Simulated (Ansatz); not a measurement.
Consider the substitution at a C–C bond: `Cc1ccccn1` + `[OH][SnH3]` → `C[O][SnH3]` + `c1ccncc1`.

Gas-phase electronic energies from Ansatz, PBE0-D4/def2-TZVP geometries. CBS: MP2 limit from def2 TZ/QZ plus the TZ coupled-cluster correction, frozen cores. DFT in def2-TZVPP. HSE06 is defined as in plane-wave codes. Elements past krypton have def2 core potentials. For Sn outer-core shells are correlated without core-valence functions, which leaves a few kJ/mol of doubt a bond.

| level | ΔE (kJ/mol) | difference from CCSD(T)/CBS |
| --- | --- | --- |
| LDA (SPW92) | 79.7 | 4.3 |
| PBE-D4 | 74.0 | -1.4 |
| revPBE-D4 | 74.0 | -1.4 |
| BLYP-D4 | 68.0 | -7.4 |
| r2SCAN-D4 | 75.3 | -0.1 |
| B97M-V | 75.2 | -0.2 |
| PBE0-D4 | 76.1 | 0.7 |
| r2SCANh-D4 | 76.0 | 0.6 |
| r2SCAN0-D4 | 76.9 | 1.5 |
| HSE06-D4 | 75.9 | 0.5 |
| BHLYP-D4 | 70.2 | -5.2 |
| CAM-B3LYP-D4 | 71.4 | -4.0 |
| ωB97X-V | 71.7 | -3.7 |
| ωB97M-V | 74.5 | -0.9 |
| B2PLYP | 72.1 | -3.3 |
| PBE-QIDH | 78.3 | 2.9 |
| PBE | 72.4 | -3.0 |
| revPBE | 69.7 | -5.7 |
| BLYP | 65.0 | -10.4 |
| r2SCAN | 74.6 | -0.8 |
| PBE0 | 74.7 | -0.7 |
| r2SCANh | 75.3 | -0.1 |
| r2SCAN0 | 76.1 | 0.7 |
| HSE06 | 74.6 | -0.8 |
| BHLYP | 69.3 | -6.1 |
| CAM-B3LYP | 70.0 | -5.4 |
| LC-ωPBE | 76.0 | 0.6 |
| RPA@PBE/def2-TZVPP | 67.7 | -7.7 |
| HF/def2-SVP | 56.8 | -18.6 |
| MP2/def2-SVP | 74.4 | -1.0 |
| CCSD/def2-SVP | 65.5 | -9.9 |
| CCSD(T)/def2-SVP | 66.5 | -8.9 |
| HF/def2-TZVPP | 64.3 | -11.1 |
| MP2/def2-TZVPP | 81.1 | 5.7 |
| SCS-MP2/def2-TZVPP | 74.9 | -0.5 |
| CCSD/def2-TZVPP | 73.0 | -2.4 |
| HF/def2-QZVPP | 64.1 | -11.3 |
| MP2/def2-QZVPP | 81.8 | 6.4 |
| MP2/CBS(def2) | 82.4 | 7.0 |
| CCSD/CBS(def2) | 74.3 | -1.1 |
| CCSD(T)/CBS | 75.4 | 0 |

Largest T1 diagnostic among the species: 0.014.

At CCSD(T), def2-SVP lies −8.9 kJ/mol from the extrapolated value and def2-TZVPP −1.3 kJ/mol. In def2-TZVPP, CCSD(T) changes the Hartree–Fock value by +9.9 kJ/mol (the triples alone add +1.1 kJ/mol) and MP2 by +16.8 kJ/mol.

CCSD(T)/CBS has its own doubt, a few kJ/mol and more with outer-core shells, so smaller differences from it don't rank the levels.
